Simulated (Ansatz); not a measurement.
NaBr (rock salt) is sheared across one {100} plane: the third cell vector gains the shift, so faults repeat every 8.9 Å. The cut lies between planes 2.97 Å apart; the cell height is held.

```yaml
crystal:
  lattice:
    - [4.20558, 0.00000, 0.00000]
    - [0.00000, 4.20558, 0.00000]
    - [2.10279, 2.10279, 8.92138]
  atoms:
    - { symbol: Br, position: [0.00000, 0.00000, 0.83333] }
    - { symbol: Br, position: [0.33333, 0.33333, 0.16667] }
    - { symbol: Br, position: [0.66667, 0.66667, 0.50000] }
    - { symbol: Na, position: [0.50000, 0.50000, 0.83333] }
    - { symbol: Na, position: [0.83333, 0.83333, 0.16667] }
    - { symbol: Na, position: [0.16667, 0.16667, 0.50000] }
```

In-plane vectors a = (4.206, 0.000) Å, b = (0.000, 4.206) Å, area 17.69 Å². The shift is s times the vector a + b (length 5.948 Å), so s = 1 restores the start. Atoms relax along the normal only. γ = [E(shift) − E(0)] / area.

Computed with r2SCAN (plane waves to 500 eV, PAW, scalar-relativistic; Ansatz, a first-principles code). k mesh 7×7×7 (Γ-centred), Fermi-Dirac smearing 0.05 eV. Energies are extrapolated to zero smearing. Faults lie only 8.9 Å apart, and holding the cell height raises γ above its relaxed value. NaBr was relaxed with its symmetry unable to fall. The zero of γ is zero shift.

The scan covers s from 0.000 to 0.917 in 12 points.

Problem. Does γ have a local minimum between the ends of the line, and at which s?

Solution. No computed point is one.

Problem. At which s is γ highest?

Solution. s = 0.500.

Problem. What is the highest γ among twelve even steps of s?

Solution. 708 mJ/m².

(The slope of γ gives the shear force per area between the displaced halves; near zero shift its curvature is an elastic stiffness.)
